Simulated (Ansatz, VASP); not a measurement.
KCl in VASP and in Ansatz

```xyz
2
Lattice="3.7053 0.0000 0.0000 0.0000 3.7053 0.0000 0.0000 0.0000 3.7053" Properties=species:S:1:pos:R:3 pbc="T T T"
K     0.0000    0.0000    0.0000
Cl    1.8526    1.8526    1.8526
```

Change from the starting cell: volume scaled by 1.06.

Alike in both runs: task single point; functional PBEsol; k mesh 7 × 7 × 7; occupations fermi-dirac, width 0.01 eV; no spin polarisation.

|  | VASP | Ansatz |
| --- | --- | --- |
| version | VASP 6.6.1 | Ansatz 0.2.0 |
| potentials or method | VASP PAW PBE potentials, release 64 (K_sv, Cl), cutoff 520 eV | all-electron LAPW, scalar-relativistic |

```csv
,VASP,Ansatz,Ansatz less VASP
gap on the k mesh at the Fermi level (eV),5.10,5.11,+0.004
pressure (GPa),0.7,0.6,-0.06
```

Ansatz ran all-electron here, so the differences hold the error of VASP's frozen core and of both bases.

Caveats: the PAW data sets were made with another functional, which shifts forces and pressure a little (VASP); an odd mesh through Γ misses points on the zone boundary, where band edges often lie.
